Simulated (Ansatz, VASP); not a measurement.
## One calculation of Te2Mo, two programs

INCAR

```
PREC = Accurate
ENCUT = 600
EDIFF = 1E-7
ISMEAR = -1
SIGMA = 0.05
LREAL = False
LASPH = True
NELM = 80
ALGO = Normal
ISIF = 3
LWAVE = False
LCHARG = False
GGA = RP
IBRION = 2
NSW = 40
EDIFFG = -0.01
```

Contents of KPOINTS:

```
regular mesh
0
Gamma
  9 9 2
```

File POSCAR:

```
Te2Mo
1.0
    3.5182000000      0.0000000000      0.0000000000
   -1.7591000000      3.0468505756      0.0000000000
    0.0000000000      0.0000000000     13.9736000000
Te Mo
4 2
Direct
    0.6666666667      0.3333333333      0.3790000000
    0.3333333333      0.6666666667      0.8790000000
    0.6666666667      0.3333333333      0.1210000000
    0.3333333333      0.6666666667      0.6210000000
    0.6666666667      0.3333333333      0.7500000000
    0.3333333333      0.6666666667      0.2500000000
```

input.yaml

```yaml
crystal:
  lattice:
    - [3.5182, 0.0, 0.0]
    - [-1.7591, 3.0468505756, 0.0]
    - [0.0, 0.0, 13.9736]
  atoms:
    - { symbol: Te, position: [0.6666666667, 0.3333333333, 0.379] }
    - { symbol: Te, position: [0.3333333333, 0.6666666667, 0.879] }
    - { symbol: Te, position: [0.6666666667, 0.3333333333, 0.121] }
    - { symbol: Te, position: [0.3333333333, 0.6666666667, 0.621] }
    - { symbol: Mo, position: [0.6666666667, 0.3333333333, 0.75] }
    - { symbol: Mo, position: [0.3333333333, 0.6666666667, 0.25] }
hamiltonian:
  xc: rpbe
  pseudopotentials: { kind: paw }
kpoints:
  mp_grid: { grid: [9, 9, 2] }
scf:
  occupations: { method: fermi_dirac, width: 0.05 }
output:
  forces: true
  stress: true
relax:
  f_tol: 0.01
  max_steps: 40
  cell: { stress_tol: 0.05 }
```

Alike in both runs: task relaxation of cell and atoms; functional RPBE; k mesh 9 × 9 × 2; occupations fermi-dirac, width 0.05 eV; no spin polarisation.

|  | VASP | Ansatz |
| --- | --- | --- |
| version | VASP 6.6.1 | Ansatz 0.2.0 |
| potentials or method | VASP PAW PBE potentials, release 64 (Te, Mo_sv) | Ansatz PAW |
| plane-wave cutoff (eV) | 600 | 420 |
| valence electrons in the cell | 52 | 92 |

Ansatz gave:

- relaxed volume (Å³/atom): 35.75
- relaxed cell length with the largest relative difference (Å): 19.219
- energy change over the relaxation (meV/atom): -60

Problem. What did VASP give for the same quantities?

Solution. Relaxed volume (Å³/atom): 32.88; relaxed cell length with the largest relative difference (Å): 17.703; energy change over the relaxation (meV/atom): -56.

One of these differences is far larger than is usual between the two programs; its cause wasn't traced. The two sets of potentials don't hold the same shells in valence.

Caveats: the volume moved by over 15 % at a fixed basis, so the end points are rough; this functional lacks dispersion, which binds the layers, so the pressure and a relaxed spacing across them are unreliable, and here the layers came unbound; the PAW data sets were made with another functional, which shifts forces and pressure a little (VASP); the volume moved by +32 % from the deposited cell, more than functionals usually miss (VASP). A k mesh can miss the band edges. Zero-point motion and thermal expansion aren't in these numbers.
